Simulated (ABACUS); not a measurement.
A run of ABACUS 3.10.1 is set up as follows.

File INPUT:

```
INPUT_PARAMETERS
suffix              KTaO3
calculation         scf
basis_type          pw
pseudo_dir          ./
symmetry            1
dft_functional      pbe
ecutwfc             84
pseudo_rcut         10
nspin               1
nbands              24
ks_solver           dav
smearing_method     fd
smearing_sigma      0.00367493
scf_thr             1e-08
scf_nmax            100
mixing_type         broyden
mixing_beta         0.7
cal_force           1
cal_stress          1
kpar                4
```

Contents of STRU:

```
ATOMIC_SPECIES
Ta 180.9479 Ta.upf
K 39.0983 K.upf
O 15.9990 O.upf

LATTICE_CONSTANT
1.8897261246

LATTICE_VECTORS
3.9883000000 0.0000000000 0.0000000000
0.0000000000 3.9883000000 0.0000000000
0.0000000000 0.0000000000 3.9883000000

ATOMIC_POSITIONS
Direct

Ta
0.0
1
0.0000000000 0.0000000000 0.0000000000 1 1 1

K
0.0
1
0.5000000000 0.5000000000 0.5000000000 1 1 1

O
0.0
3
0.0000000000 0.0000000000 0.5000000000 1 1 1
0.0000000000 0.5000000000 0.0000000000 1 1 1
0.5000000000 0.0000000000 0.0000000000 1 1 1
```

Contents of KPT:

```
K_POINTS
0
Gamma
7 7 7 0 0 0
```

Potentials or basis: PseudoDojo NC SR 0.4.1 PBE standard, plane waves.

Command:

```bash
$ OMP_NUM_THREADS=1 mpirun -np 4 abacus > log
```

Problem. Estimate the band gap on the k mesh.

Solution. 2.30 eV, indirect (least direct gap 2.88 eV).

Problem. Predict the pressure.

Solution. 4.3 GPa.

Caveat: there are fewer bands than atomic start orbitals, so a level may be missed at k points of high symmetry; spin-orbit coupling is left out, which moves the levels of the heavy elements; an odd mesh through Γ misses points on the zone boundary, where band edges often lie. PBE gaps usually lie below the measured ones, often by a third to a half.
